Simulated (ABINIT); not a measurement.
An input for ABINIT 10.8.3 (CdS (Greenockite)):

```
acell 3*1.0 Angstrom
rprim 
  4.149999999997 0.000000000001 0.000000000000
  -2.074999999999 3.594005425702 0.000000000000
  0.000000000000 0.000000000000 6.737000000000
ntypat 2
znucl 48 16
natom 4
typat 1 1 2 2
xred 
  0.333333333333 0.666666666667 0.000000000000
  0.666666666667 0.333333333333 0.500000000000
  0.333333333333 0.666666666667 0.375000000000
  0.666666666667 0.333333333333 0.875000000000
pp_dirpath "pseudos"
pseudos "Cd.upf, S.upf"
ecut 47
ngkpt 3 3 4
nshiftk 1
shiftk 0 0 0
kptopt 1
chksymbreak 0
nband 32
occopt 1
tolvrs 1e-08
nstep 60
prtwf 0
optforces 0
optstress 0
indata_prefix "in"
outdata_prefix "out"
tmpdata_prefix "tmp"
```

The database entry behind the starting cell differs from later determinations by our own check (about 0.35 % long), so it need not match the best structure at ambient conditions.

```sh
OMP_NUM_THREADS=1 mpirun -n 8 abinit run.abi > log
```

Q: How long will it take on 8 MPI ranks of Arm Neoverse V1, shared host, and how much memory?

It took 37 s; on shared hardware allow 19 s to 74 s. Peak host memory was 0.86 GiB.

[Paths, hosts, dates, memory and timing lines, banners, echoed tables and standing remarks are left out of the program output.]

[Logs are printed without paths, hosts, clocks, repeated set-up lines and the standing remarks that a program may print on its own settings, such as how far it seeks lower states.]

[Runs of the session that timed out or met a known fault of the program may be left out.]

[Hosts, paths, dates, database ids (printed as entryN), source tags and the programs' standing remarks are cut or masked in the printed files.]

[G0W0 gaps are taken among the corrected bands and points alone; a level outside them can change the order at an edge.]

[Where Ansatz stands beside ABINIT at settings called matched, ABINIT's density can come from a denser mesh and the files from another edition; pairs whose starting gaps differed by over 0.03 eV were left out, so agreement reads better than it is.]
